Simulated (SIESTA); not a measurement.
Runs of SIESTA 5.4.2 on Pd. Symmetry: Fm-3m, No. 225, cubic system. The conventional cell has a = 3.893 Å, b = 3.893 Å, c = 3.893 Å, α = 90.00°, β = 90.00°, γ = 90.00°. Pd (site symmetry m-3m) has 12 Pd at 2.75 Å as nearest neighbours. 

```tsv
task	potentials or basis	cell	optimiser	force tolerance	energy shift	gap on the mesh (eV)	pressure (GPa)
band structure	PseudoDojo 0.4 standard (PBE files), SZ (energy shift 0.002 Ry)	as given	-	-	0.002 Ry	none	14.0
band structure	SG15 1.2 (PBE files) or PseudoDojo by element, DZP (energy shift 0.002 Ry)	as given	-	-	0.002 Ry	none	7.8
band structure	PseudoDojo 0.4 standard (PBE files), DZP (energy shift 0.002 Ry)	as given	-	-	0.002 Ry	none	(a)
relaxation of cell and atoms	PseudoDojo 0.4 standard (PBE files), TZP (energy shift 0.002 Ry)	relaxed	Broyden	0.04 eV/Å	0.002 Ry	none	0.0
band structure	PseudoDojo 0.4 standard (PBE files), DZ (energy shift 0.01 Ry)	as given	-	-	0.01 Ry	none	-0.8
```

Alike in all rows: level PBE; no spin polarisation; k mesh 12 × 12 × 12; smearing fermi-dirac 0.05 eV; grid cutoff 800 Ry.

Task: Fill in the values left out.

Result: (a) 5.8.

Caveats: the basis of atomic orbitals isn't converged, which shifts pressures, moduli and gaps; semicore shells carry a single zeta, which can move pressures by several GPa and volumes by a few percent (some runs); the basis has no polarisation orbitals (some runs).

A k mesh can miss the band edges, and the runs leave out spin-orbit coupling on Pd.

A gap of «none» marks a metal or a gap under the smearing width.
